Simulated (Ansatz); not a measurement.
# Rb: the cost of one run

Program: Ansatz 0.2.0. Level of theory: DFT PBE, scalar-relativistic, plane waves, PAW. These are calculated values, not measurements.

## 1. The starting structure

It takes space group P-4m2 (No. 115, tetragonal). The conventional cell has a = 6.904 Å, b = 6.904 Å, c = 6.303 Å, α = 90.00°, β = 90.00°, γ = 90.00°. Around Rb (site symmetry 2mm) lie 2 Rb at 4.11 Å. Around Rb (site symmetry -4m2) lie 4 Rb at 4.11 Å.

As a file:

```
CELL_PARAMETERS angstrom
6.90406 0.00000 0.00000
0.00000 6.90406 0.00000
0.00000 0.00000 6.30347
ATOMIC_POSITIONS crystal
Rb 0.00000 0.50000 0.35305
Rb 0.50000 0.00000 0.64695
Rb 0.00000 0.00000 0.00000
```

The cell is invented: random cell by space group and Wyckoff sites (P-4m2, No. 115). Its size is a rough estimate.

## 2. Probe: one point on a coarse mesh

The input, input.yaml:

```yaml
crystal:
  lattice:
    - [6.90406069, 0.0, 0.0]
    - [0.0, 6.90406069, 0.0]
    - [0.0, 0.0, 6.30347416]
  atoms:
    - { symbol: Rb, position: [0.0, 0.5, 0.35305177] }
    - { symbol: Rb, position: [0.5, 0.0, 0.64694823] }
    - { symbol: Rb, position: [0.0, 0.0, 0.0] }
basis:
  ecutwfc: 420
kpoints:
  mp_grid: { grid: [4, 4, 4] }
hamiltonian:
  xc: pbe
scf:
  occupations: { method: gaussian, width: 0.1 }
  lower_state_search: "off"
output:
  forces: true
  stress: true
  eigenvalues: true
```

Run with:

```console
$ ansatz run input.yaml --threads 1 --pin off --max-ram 2560MiB --backend cpu --events-out ev --progress --plain --runs-dir out
```

Q: Estimate wall time and peak memory on 1 thread of Intel Xeon Platinum 8175M at 2.50GHz (Skylake/Cascade Lake), shared host.

About 7.6 s, with a peak of 0.44 GiB.
